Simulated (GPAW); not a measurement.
## free-standing square Co monolayer, spacing 2.375 A: from the magnetic state to anisotropy

Aim: the anisotropy of free-standing square Co monolayer, spacing 2.375 A from the Kohn–Sham states of one collinear run.

Calculated with GPAW 26.7.0; LDA; plane waves with GPAW's PAW setups, scalar-relativistic.

### Step 1. Starting point

The cell holds 1 atom: 1 Co. Its edges and angles: a = 2.375 Å, b = 2.375 Å, c = 14.000 Å, α = 90.0°, β = 90.0°, γ = 90.0°. model lattice. Vacuum lies along c.

Coordinates:

```cif
data_structure
_symmetry_space_group_name_H-M 'P 1'
_symmetry_Int_Tables_number 1
_cell_length_a 2.3750
_cell_length_b 2.3750
_cell_length_c 14.0000
_cell_angle_alpha 90.000
_cell_angle_beta 90.000
_cell_angle_gamma 90.000
_cell_volume 78.97
loop_
_atom_site_label
_atom_site_type_symbol
_atom_site_fract_x
_atom_site_fract_y
_atom_site_fract_z
_atom_site_occupancy
Co1 Co 0.00000 0.00000 0.50000 1
```

### Step 2. The magnetic state

All later steps read the density of this run.

Contents of order1.py:

```python
import json
import numpy as np
from ase import Atoms
from ase.parallel import paropen, parprint
from gpaw import GPAW

atoms = Atoms(['Co'],
    cell=[[2.375, 0.0, 0.0],
         [0.0, 2.375, 0.0],
         [0.0, 0.0, 14.0]],
    scaled_positions=[[0.0, 0.0, 0.5]],
    pbc=True,
    magmoms=[2.0])
atoms.calc = GPAW(mode={'name': 'pw', 'ecut': 550},
    xc='LDA',
    kpts={'size': (12, 12, 1), 'gamma': True},
    occupations={'name': 'fermi-dirac', 'width': 0.1},
    convergence={'density': 1e-05, 'energy': 1e-05},
    maxiter=200,
    txt='order1.txt')
e = atoms.get_potential_energy(force_consistent=True)
res = {'free_energy': e, 'energy_sigma0': atoms.get_potential_energy(), 'fermi_energy': atoms.calc.get_fermi_level()}
res['moments'] = atoms.get_magnetic_moments().tolist()
res['total'] = atoms.get_magnetic_moment()
parprint('site moments (muB):', np.round(res['moments'], 3))
parprint(f"total moment: {res['total']:.3f} muB")
parprint(f'free energy: {e:.6f} eV')
atoms.calc.write('order1.gpw')
with paropen('results.json', 'w') as f:
    json.dump(res, f)
```

On the command line:

```bash
$ OMP_NUM_THREADS=1 python3 order1.py > order1.log
```

Numbers of over 12 decimals in the logs are rounded to 6 here.

What it wrote:

```text
site moments (muB): [1.935]
total moment: 1.956 muB
free energy: -7.122352 eV

--- order1.txt ---
Input parameters:
  mode=PW(ecut=550),
  convergence={'density': 1e-05, 'energy': 1e-05},
  kpts=MonkhorstPack(size=(12, 12, 1), gamma=True),
  maxiter=200,
  occupations=Occupations(name='fermi-dirac', width=0.1),
  xc=XC(name='LDA')

Diagonalizing LCAO Hamiltonian
Converting LCAO to pw mode
  .-----.
 *|     |
 ||     |
 ||     |
 ||     |
 ||     |
 ||     |
 ||     |
 ||     |
 Co     |
 ||     |
 ||     |
 ||     |
 ||     |
 ||     |
 ||     |
 ||     |
 |.-----.
 *-----*

Atoms  # Å, Bohr magnetons
|   | symbol |        x |        y |        z |    initial magnetic moments |
|---|--------|----------|----------|----------|-----------------------------|
| 0 |     Co | 0.000000 | 0.000000 | 7.000000 | ( 0.0000,  0.0000,  2.0000) |

Unit cell  # Å
| periodic |        x |        y |         z |   lengths |    angles |
|----------|----------|----------|-----------|-----------|-----------|
|      yes | 2.375000 | 0.000000 |  0.000000 |  2.375000 | 90.000000 |
|      yes | 0.000000 | 2.375000 |  0.000000 |  2.375000 | 90.000000 |
|      yes | 0.000000 | 0.000000 | 14.000000 | 14.000000 | 90.000000 |

Number of symmetries: 16

BZ-sampling:
  Number of BZ points: 144
  Number of IBZ points: 28

  Monkhorst-Pack size: [12, 12, 1]
  Monkhorst-Pack shift: [0.041667, 0.041667, 0.0]

Plane wave coefficients: 2377
Cutoff: 550.0 eV

Spin-components: 2 (collinear spins)
Bands:           9
Projectors:      6
Spin-degeneracy: 1
Datatype:        complex128

Parallelization:
  kpt:    1
  domain: 1
  band:   1

Density:
  Valence electrons: 9.0
  Components: 2
  Grid points: [14 14 80]
  Charge: 0.0  # |e|

Potential:
  Grid points: [14 14 80]

[... setups left out ...]
Reference energy: -37838.266704  # eV

eigensolver:
  PPCG
  Converge bands: occupied
  niter=2

density mixing:
  MSR1-Mixer
  Pratt-step length: 0.05
  Maximum mixing coefficient: 0.75
  Old densities: 10
  SVD Regularization: 0.005
  Good broyden scale: 1.0
  Trust region scale: 1.0
  Backstep threshold: 4.0
  History deletion threshold: 6.0
  Fourier metric: weight=20.0, sigma=0.015

occupation numbers:
  Fermi-Dirac:
    width: 0.1000  # eV

poisson solver:
  ecut: 4400.0  # eV

xc functional:
  name: None

convergence criteria:
- Maximum integral of absolute [dens]ity change: 1e-05 electrons / valence electron
- Maximum [total energy] change in last 3 cyles: 1e-05 eV / valence electron
- Maximum integral of absolute [eigenst]ate change: 4e-08 eV^2 / valence electron
maximum number of iterations: 200

SCF iterations
|iter     |      energy | eigst |  dens |  magmom |
|---------|-------------|-------|-------|---------|
|iter:   1|       0s |   -7.417302 | +0.36 |       |  +2.0028|
|iter:   2|       0s |   -7.296592 | -1.14 | -0.90 |  +1.9971|
|iter:   3|       1s |   -7.099536 | -1.05 | -0.97 |  +1.9907|
|iter:   4|       2s |   -7.087349 | -2.23 | -1.30 |  +1.9880|
|iter:   5|       2s |   -7.091580 | -2.43 | -1.51 |  +1.9757|
|iter:   6|       3s |   -7.094036 | -3.26 | -1.90 |  +1.9617|
|iter:   7|       3s |   -7.094587 | -3.64 | -2.30 |  +1.9536|
|iter:   8|       4s |   -7.094608 | -4.87 | -2.90 |  +1.9548|
|iter:   9|       4s |   -7.094617c| -5.79 | -3.36 |  +1.9556|
|iter:  10|       5s |   -7.094619c| -6.45 | -3.86 |  +1.9562|
|iter:  11|       6s |   -7.094618c| -7.26 | -4.27 |  +1.9564|
|iter:  12|       6s |   -7.094618c| -7.68c| -4.89 |  +1.9564|
|iter:  13|       6s |   -7.094618c| -8.26c| -5.55c|  +1.9564|

Converged in 13 steps
Energy contributions relative to reference atoms: (reference = -37838.266704)

Energy contributions:
  Kinetic:           8.167734
  Coulomb:          -6.774732
  Zero:             -0.046813
  External:          0.000000
  Xc:               -8.413071
  Entropy:          -0.055470
  Spinorbit:         0.000000
  ----------------------------
  Free energy:      -7.122352
  Extrapolated:     -7.094618

dipole moment: (-6.399974, -6.399974, -0.000006)  # |e|*Ang

Total magnetic moment: (0.000000, 0.000000, 1.956412)

Local magnetic moments
|        x |        y |        z |
|----------|----------|----------|
| 0.000000 | 0.000000 | 1.934542 |  # Co   0

Fermi level: -2.955
Eigenvalues  # (at kpt = [-0.000, -0.000, 0.000])
| band index |      eig [eV] | occ [0-1] |      eig [eV] | occ [0-1] |
|------------|---------------|-----------|---------------|-----------|
|          0 |        -8.670 |     1.000 |        -8.257 |     1.000 |
|          1 |        -6.734 |     1.000 |        -5.292 |     1.000 |
|          2 |        -5.482 |     1.000 |        -3.915 |     1.000 |
|          3 |        -4.172 |     1.000 |        -2.313 |     0.002 |
|          4 |        -4.172 |     1.000 |        -2.227 |     0.001 |
|          5 |        -3.854 |     1.000 |        -2.227 |     0.001 |
|          6 |        -2.419 |     0.005 |        -1.631 |     0.000 |
|          7 |         1.714 |     0.000 |         1.760 |     0.000 |
|          8 |         2.809 |     0.000 |         2.810 |     0.000 |

No gap
No difference between direct/indirect transitions
```

It took 9.9 s on 1 MPI rank of AMD EPYC 9R45, shared host; peak memory 0.18 GiB.

This step gave:

* magnetization: 1.956 μB
* final state: ferromagnetic
* largest moment: 1.935 μB

After 13 cycles the largest moment stands at 1.93 μB.

### Step 3. States for the response

The steps that follow sum over empty states, which the ground-state run does not converge; 9 states a spin are converged here at the frozen density and written with their wave functions.

It starts from the saved density of the lowest of the states tried.

Contents of nscf.py:

```python
from gpaw import GPAW

calc = GPAW('order1.gpw').fixed_density(
    kpts={'size': (18, 18, 1), 'gamma': True},
    nbands=13,
    convergence={'bands': 9, 'eigenstates': 1e-9},
    parallel={'domain': 1},
    txt='nscf.txt')
calc.write('nscf.gpw', mode='all')
```

On the command line:

```bash
$ OMP_NUM_THREADS=1 python3 nscf.py > nscf.log
```

What it wrote:

```text
Input parameters:
  mode=PW(ecut=550),
  convergence={'bands': 9, 'eigenstates': 1e-09},
  gpts=array([14, 14, 80]),
  kpts=MonkhorstPack(size=(18, 18, 1), gamma=True),
  maxiter=200,
  nbands=13,
  occupations=Occupations(name='fermi-dirac', width=0.1),
  parallel={'domain': 1},
  xc=XC(name='LDA')
```

Elapsed: 26 s, on 1 MPI rank; peak memory 0.25 GiB.

### Step 4. Magnetocrystalline anisotropy

Spin–orbit coupling is added in the basis of the saved states for each direction of the moments. The change in the band energy is the anisotropy energy, with no new self-consistent run.

Contents of anisotropy.py:

```python
import json
import numpy as np
from ase.parallel import paropen, parprint
from gpaw import GPAW
from gpaw.spinorbit import soc_eigenstates

calc = GPAW('nscf.gpw')
angles = [[0.0, 0.0], [90.0, 0.0], [90.0, 90.0], [90.0, 45.0], [54.7356, 45.0], [45.0, 0.0]]  # theta, phi in degrees
res = {'rows': []}
for scale in [1.0, 0.5, 2.0]:
    e0 = None
    for theta, phi in angles:
        soc = soc_eigenstates(calc, n2=9, scale=scale, theta=theta, phi=phi)
        e = soc.calculate_band_energy()
        e0 = e if e0 is None else e0
        orbital = soc.get_orbital_magnetic_moments()
        res['rows'].append([scale, theta, phi, 1000 * (e - e0), orbital.tolist()])
        parprint(f'scale {scale} theta {theta:6.1f} phi {phi:6.1f}  dE = {1000 * (e - e0):9.4f} meV  |L| =', np.round(np.linalg.norm(orbital, axis=1), 4))
with paropen('results.json', 'w') as f:
    json.dump(res, f)
```

On the command line:

```bash
$ OMP_NUM_THREADS=1 python3 anisotropy.py > anisotropy.log
```

What it wrote:

```text
scale 1.0 theta    0.0 phi    0.0  dE =    0.0000 meV  |L| = [0.1159]
scale 1.0 theta   90.0 phi    0.0  dE =   -0.6888 meV  |L| = [0.1836]
scale 1.0 theta   90.0 phi   90.0  dE =   -0.6888 meV  |L| = [0.1836]
scale 1.0 theta   90.0 phi   45.0  dE =   -0.6869 meV  |L| = [0.1835]
scale 1.0 theta   54.7 phi   45.0  dE =   -0.4587 meV  |L| = [0.1642]
scale 1.0 theta   45.0 phi    0.0  dE =   -0.3448 meV  |L| = [0.1536]
scale 0.5 theta    0.0 phi    0.0  dE =    0.0000 meV  |L| = [0.0581]
scale 0.5 theta   90.0 phi    0.0  dE =   -0.1760 meV  |L| = [0.0926]
scale 0.5 theta   90.0 phi   90.0  dE =   -0.1760 meV  |L| = [0.0926]
scale 0.5 theta   90.0 phi   45.0  dE =   -0.1758 meV  |L| = [0.0926]
scale 0.5 theta   54.7 phi   45.0  dE =   -0.1173 meV  |L| = [0.0827]
scale 0.5 theta   45.0 phi    0.0  dE =   -0.0880 meV  |L| = [0.0773]
scale 2.0 theta    0.0 phi    0.0  dE =    0.0000 meV  |L| = [0.2294]
scale 2.0 theta   90.0 phi    0.0  dE =   -2.6119 meV  |L| = [0.3588]
scale 2.0 theta   90.0 phi   90.0  dE =   -2.6119 meV  |L| = [0.3588]
scale 2.0 theta   90.0 phi   45.0  dE =   -2.5851 meV  |L| = [0.3584]
scale 2.0 theta   54.7 phi   45.0  dE =   -1.7337 meV  |L| = [0.3219]
scale 2.0 theta   45.0 phi    0.0  dE =   -1.3114 meV  |L| = [0.3019]
```

It took 5.4 s on 1 MPI rank; peak memory 0.16 GiB.

Theta from the Cartesian z axis, phi from x; spin up lies along the direction. Anisotropy, by row:

```tsv
spin-orbit scale	theta (degrees)	phi (degrees)	band energy less that along z (meV a cell)	orbital moment of atom 1 along the direction (μB)	sum of orbital moments along the direction (μB a cell)
1	0	0	0	0.1159	0.1159
1	90	0	-0.6888	0.1836	0.1836
1	90	90	-0.6888	0.1836	0.1836
1	90	45	-0.6869	0.1835	0.1835
1	54.74	45	-0.4587	0.1611	0.1611
1	45	0	-0.3448	0.1498	0.1498
0.5	0	0	0	0.05813	0.05813
0.5	90	0	-0.176	0.09258	0.09258
0.5	90	90	-0.176	0.09258	0.09258
0.5	90	45	-0.1758	0.09258	0.09258
0.5	54.74	45	-0.1173	0.08111	0.08111
0.5	45	0	-0.08801	0.07537	0.07537
2	0	0	0	0.2294	0.2294
2	90	0	-2.612	0.3588	0.3588
2	90	90	-2.612	0.3588	0.3588
2	90	45	-2.585	0.3584	0.3584
2	54.74	45	-1.734	0.3161	0.3161
2	45	0	-1.311	0.2948	0.2948
```

### Step 5. What came out

| Quantity | Value |
| --- | --- |
| state | ferromagnetic |
| largest site moment | 1.93 μB |
| spread of the directions' energies | 0.689 meV a cell |
| easiest direction tried | the plane normal to z |

What this shows: About the ferromagnetic state the directions differ by 0.689 meV a cell, with the plane normal to z easiest. The anisotropy comes from the force theorem at a frozen potential; it needs a check on a finer mesh, and shape anisotropy is not in it. Doubling the coupling multiplies the difference between the first two directions by 3.8; second-order perturbation theory gives 4.

[Logs and program files are shortened in this print: banners, set-up blocks, solver, clock and traceback lines can be left out without a mark of their own.]

[Logs are printed without paths, hosts, clocks, repeated set-up lines and the standing remarks that a program may print on its own settings, such as how far it seeks lower states.]

[Hosts, paths, dates, database ids (printed as entryN), source tags and the programs' standing remarks are cut or masked in the printed files.]

[Where a cell is said to come from a database of computed structures, the database is the Materials Project.]
